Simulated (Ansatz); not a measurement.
One crystal and one scan (scan of one atom of the cell) at two levels, PBE (plane waves to 420 eV, PAW, scalar-relativistic; Ansatz, a program for electronic structure) and PBEsol (plane waves to 420 eV, PAW, scalar-relativistic; Ansatz), each from its own relaxed cell and on its own mesh. The cell shown is that of PBE.

InN (zinc blende)

```yaml
crystal:
  lattice:
    - [0.00000, 2.52449, 2.52449]
    - [2.52449, 0.00000, 2.52449]
    - [2.52449, 2.52449, 0.00000]
  atoms:
    - { symbol: N, position: [0.75000, 0.75000, 0.75000] }
    - { symbol: In, position: [0.00000, 0.00000, 0.00000] }
```

Scan: atom 2 (In, nearest neighbour N at 2.186 Å; its periodic images, 3.6 Å or more away, move with it) is displaced along Cartesian x, direction (1.000, 0.000, 0.000) in Cartesian axes, by s. The other atoms stay.

Energies are smeared free energies. InN was relaxed with its symmetry unable to fall. With partly filled bands, energies and forces of such displacements shift with the k mesh and the smearing. Percentages come from the unrounded values. Both scans cover s from -0.220 to 0.220 Å.

Results of PBE:

| Item | Result |
|---|---|
| Lattice constant a (Å) | 5.049 |
| Energy at s = 0.220 Å (meV/cell) | 202 |
| Force along the line at s = -0.220 Å (eV/Å) | 1.784 |
| Force constant k = d²E/ds² at s = 0 (finite differences) (eV/Å²) | 8.59 |
| Zone-centre optical wavenumber from k (cm⁻¹) | 433 |
| Symmetry of the curve | even: the same for both signs |
| Shape of the curve | a single well with its minimum at or next to zero displacement |

Task: Estimate the PBEsol values.

Result: 
```
quantity                                                          PBEsol     PBE − PBEsol
----------------------------------------------------------------  ------  ---------------
Lattice constant a (Å)                                             4.987  +0.062 (+1.3 %)
Energy at s = 0.220 Å (meV/cell)                                     221       -19 (-9 %)
Force along the line at s = -0.220 Å (eV/Å)                        1.949  -0.165 (-8.5 %)
Force constant k = d²E/ds² at s = 0 (finite differences) (eV/Å²)    9.41   -0.82 (-8.7 %)
Zone-centre optical wavenumber from k (cm⁻¹)                         453     -20 (-4.5 %)
```

PBE gives the higher value for: lattice constant a. PBE gives the lower value for: energy at s = 0.220 Å; force along the line at s = -0.220 Å; force constant k = d²E/ds² at s = 0; zone-centre optical wavenumber from k. (PBE) At this level the bands of InN touch or barely overlap; measurements give the solid a gap. (PBEsol) At this level the bands of InN touch or barely overlap; measurements give the solid a gap. Both give the same symmetry of the curve: even: the same for both signs. Neither level is exact: the differences show how much the result hangs on the functional.

(A displaced cell: forces are minus the slopes of the energy, force constants its curvatures, and phonons follow from these.)
